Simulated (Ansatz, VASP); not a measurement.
**W in VASP and in Ansatz**

```xyz
1
Lattice="-1.5823 1.5823 1.5823 1.5823 -1.5823 1.5823 1.5823 1.5823 -1.5823" Properties=species:S:1:pos:R:3 pbc="T T T"
W     0.0000    0.0000    0.0000
```

Alike in both runs: task relaxation of cell and atoms; functional PBE; k mesh 12 × 12 × 12; occupations fermi-dirac, width 0.05 eV; no spin polarisation.

|  | VASP | Ansatz |
| --- | --- | --- |
| version | VASP 6.6.1 | Ansatz 0.2.0 |
| potentials or method | VASP PAW PBE potentials, release 64 (W_sv) | Ansatz PAW |
| plane-wave cutoff (eV) | 600 | 420 |
| valence electrons in the cell | 14 | 14 |

```tsv
	VASP	Ansatz	Ansatz less VASP
gap on the k mesh at the Fermi level, each at its own relaxed structure (eV)	none	none	-
relaxed volume (Å³/atom)	16.18	16.15	-0.031
relaxed cell length with the largest relative difference (Å)	2.760	2.758	-0.0018
energy change over the relaxation (meV/atom)	-7	-5	+1.2
```

A gap of «none» marks a metal or a gap that the smearing closes.

Caveats: the plane-wave basis is chosen anew once the cell has moved, so the energies of steps on either side of that aren't comparable (Ansatz). The runs have no spin-orbit coupling, so splittings on W are missing. PBE usually gives volumes a little too large and moduli too small. Zero-point motion and thermal expansion aren't in these numbers.
